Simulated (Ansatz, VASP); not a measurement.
# Sb: VASP beside Ansatz

```
Sb
1.0
    -1.58698    1.58698    2.72990
     1.58698   -1.58698    2.72990
     1.58698    1.58698   -2.72990
Sb
1
Direct
  0.00000 0.00000 0.00000
```

Change from the starting cell: volume scaled by 1.02.

Alike in both runs: task single point; functional PBEsol; k mesh 12 × 12 × 12; occupations fermi-dirac, width 0.05 eV; no spin polarisation.

|  | VASP | Ansatz |
| --- | --- | --- |
| version | VASP 6.6.1 | Ansatz 0.2.0 |
| potentials or method | VASP PAW PBE potentials, release 64 (Sb) | Ansatz PAW |
| plane-wave cutoff (eV) | 520 | 420 |
| valence electrons in the cell | 5 | 15 |

```csv
,VASP,Ansatz,Ansatz less VASP
gap on the k mesh at the Fermi level (eV),none,none,-
pressure (GPa),-2.4,-2.4,0.00
largest component of the traceless stress (GPa),0.24,0.20,-0.036
```

A gap of «none» marks a metal or a gap that the smearing closes. The two sets of potentials don't hold the same shells in valence.

Caveats: the PAW data sets were made with another functional, which shifts forces and pressure a little (VASP); the PAW data sets come from PBE, with cores solved anew for the run's functional, which leaves a small shift of forces and pressure (Ansatz). The runs have no spin-orbit coupling, so splittings on Sb are missing.
